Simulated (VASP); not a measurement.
The system is CdTe.

```
CELL_PARAMETERS angstrom
0.00000 3.20500 3.20500
3.20500 0.00000 3.20500
3.20500 3.20500 0.00000
ATOMIC_POSITIONS crystal
Te 0.75000 0.75000 0.75000
Cd 0.00000 0.00000 0.00000
```

- Program: VASP 6.6.1
- Task: relaxation of cell and atoms
- Functional: BLYP
- Dispersion: D3(BJ)
- Potentials or basis: VASP PAW PBE potentials, release 64 (Te, Cd)
- Cutoff: 600 eV
- k mesh: 7 × 7 × 7
- Occupations: fermi-dirac, width 0.05 eV
- Spin: no spin polarisation

At the start: pressure 2.4 GPa; volume 32.92 Å³/atom.

Question: How do energy, volume and symmetry change on relaxing?

Answer: Over 3 steps the energy falls by 12.9 meV/atom and the volume is 34.72 Å³/atom (+5.4 %); space group F-43m (No. 216, to 0.05 Å).

The path:
```csv
step,energy change (eV),largest force (eV/Å),pressure (GPa),volume (Å³)
1,0.0000,0.0000,2.42,65.84
2,-0.0230,0.0000,-0.68,70.69
3,-0.0257,0.0000,0.00,69.43
```

Final structure:
```xyz
2
Lattice="0.0000 3.2622 3.2622 3.2622 0.0000 3.2622 3.2622 3.2622 0.0000" Properties=species:S:1:pos:R:3 pbc="T T T"
Te    4.8933    4.8933    4.8933
Cd    0.0000    0.0000    0.0000
```

Caveat: the PAW data sets were made with another functional, which shifts forces and pressure a little.
